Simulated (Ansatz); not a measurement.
**HfN: one atom moved over a plane**

Aim: for HfN, map the energy of atom 1 (Hf) over a plane.

Program: Ansatz 0.2.0. Level of theory: DFT PBEsol, scalar-relativistic, plane waves, PAW. These are calculated values, not measurements.

**1. Starting point**

It takes space group Fm-3m (No. 225, cubic). Conventional cell: a = 4.518 Å, b = 4.518 Å, c = 4.518 Å, α = 90.00°, β = 90.00°, γ = 90.00°. Around Hf (site symmetry m-3m) lie 6 N at 2.26 Å. Around N (site symmetry m-3m) lie 6 Hf at 2.26 Å.

As a file:

```
CELL_PARAMETERS angstrom
0.00000 2.25900 2.25900
2.25900 0.00000 2.25900
2.25900 2.25900 0.00000
ATOMIC_POSITIONS crystal
Hf 0.00000 0.00000 0.00000
N 0.50000 0.50000 0.50000
```

The cell is taken as given, not relaxed at this level.

**2. Zero of energy**

Reference values: F = -15980.2489 eV; pressure -3.02 GPa; largest force 0.000 eV/Å; gap on the mesh none (metal). It was computed beforehand with the settings of the runs below.

**3. The scan: one atom moved over a plane**

Atom 1 (Hf) is moved by p along (0.707, 0.707, 0.000) and q along (0.000, 0.000, 1.000) (Å), all else fixed; its images in the other cells move with it. Points alike by symmetry are run once.

**4. p = -0.200, q = -0.200**

input.yaml reads:

```yaml
crystal:
  lattice:
    - [0.0, 2.259, 2.259]
    - [2.259, 0.0, 2.259]
    - [2.259, 2.259, 0.0]
  atoms:
    - { symbol: Hf, position: [-0.0442673749, -0.0442673749, -0.0183361471] }
    - { symbol: "N", position: [0.5, 0.5, 0.5] }
basis:
  ecutwfc: 420
kpoints:
  mp_grid: { grid: [18, 18, 18] }
hamiltonian:
  xc: pbesol
scf:
  occupations: { method: gaussian, width: 0.15 }
output:
  forces: true
  stress: true
  eigenvalues: true
  write_density: true
  write_potential: true
  elf: true
  volumetric_format: npy
```

Launch:

```sh
$ ansatz run input.yaml --threads 1 --pin off --max-ram 2560MiB --backend cpu --events-out ev --progress --plain --runs-dir out
```

**5. Point p = -0.200, q = 0.000**

input.yaml reads:

```yaml
crystal:
  lattice:
    - [0.0, 2.259, 2.259]
    - [2.259, 0.0, 2.259]
    - [2.259, 2.259, 0.0]
  atoms:
    - { symbol: Hf, position: [0.0, 0.0, -0.062603522] }
    - { symbol: "N", position: [0.5, 0.5, 0.5] }
basis:
  ecutwfc: 420
kpoints:
  mp_grid: { grid: [18, 18, 18] }
hamiltonian:
  xc: pbesol
scf:
  occupations: { method: gaussian, width: 0.15 }
output:
  forces: true
  stress: true
  eigenvalues: true
```

**6. At p = 0.000, q = -0.200**

input.yaml: that of step 5 with these lines changed.

```diff
@@ -6,3 +6,3 @@
   atoms:
-    - { symbol: Hf, position: [0.0, 0.0, -0.062603522] }
+    - { symbol: Hf, position: [-0.0442673749, -0.0442673749, 0.0442673749] }
     - { symbol: "N", position: [0.5, 0.5, 0.5] }
```

**7. Point p = -0.200, q = -0.100**

input.yaml: that of step 6 with these lines changed.

```diff
@@ -6,3 +6,3 @@
   atoms:
-    - { symbol: Hf, position: [-0.0442673749, -0.0442673749, 0.0442673749] }
+    - { symbol: Hf, position: [-0.0221336875, -0.0221336875, -0.0404698345] }
     - { symbol: "N", position: [0.5, 0.5, 0.5] }
```

**8. At p = -0.100, q = -0.200**

input.yaml: that of step 7 with these lines changed.

```diff
@@ -6,3 +6,3 @@
   atoms:
-    - { symbol: Hf, position: [-0.0221336875, -0.0221336875, -0.0404698345] }
+    - { symbol: Hf, position: [-0.0442673749, -0.0442673749, 0.0129656139] }
     - { symbol: "N", position: [0.5, 0.5, 0.5] }
```

**9. Point p = -0.100, q = 0.000**

input.yaml: that of step 8 with these lines changed.

```diff
@@ -6,3 +6,3 @@
   atoms:
-    - { symbol: Hf, position: [-0.0442673749, -0.0442673749, 0.0129656139] }
+    - { symbol: Hf, position: [0.0, 0.0, -0.031301761] }
     - { symbol: "N", position: [0.5, 0.5, 0.5] }
@@ -20 +20,5 @@
   eigenvalues: true
+  write_density: true
+  write_potential: true
+  elf: true
+  volumetric_format: npy
```

**10. p = 0.000, q = -0.100**

input.yaml: that of step 9 with these lines changed.

```diff
@@ -6,3 +6,3 @@
   atoms:
-    - { symbol: Hf, position: [0.0, 0.0, -0.031301761] }
+    - { symbol: Hf, position: [-0.0221336875, -0.0221336875, 0.0221336875] }
     - { symbol: "N", position: [0.5, 0.5, 0.5] }
```

**11. p = -0.100, q = -0.100**

input.yaml reads:

```yaml
crystal:
  lattice:
    - [0.0, 2.259, 2.259]
    - [2.259, 0.0, 2.259]
    - [2.259, 2.259, 0.0]
  atoms:
    - { symbol: Hf, position: [-0.0221336875, -0.0221336875, -0.0091680735] }
    - { symbol: "N", position: [0.5, 0.5, 0.5] }
basis:
  ecutwfc: 420
kpoints:
  mp_grid: { grid: [18, 18, 18] }
hamiltonian:
  xc: pbesol
scf:
  occupations: { method: gaussian, width: 0.15 }
output:
  forces: true
  stress: true
  eigenvalues: true
```

(Steps that only read results are left out.)

**Question.** What will these runs give? Wanted: highest point; lowest point away from the origin.

The runs gave:

```
                         quantity                                       value
                    highest point  0.448 eV/cell at (p, q) = (-0.200, -0.200)
lowest point away from the origin            0.058 eV/cell at (-0.100, 0.000)
```

**Reading.** The undisturbed cell is the lowest computed point. Read as harmonic, the points at ±0.100 Å give force constants of 11.51 eV/Å² along p and 11.57 eV/Å² along q, so the site is nearly isotropic in this plane. Spin-orbit coupling is left out for Hf. Spin polarisation is off in the runs that give these values; a magnetic solution could lie lower.
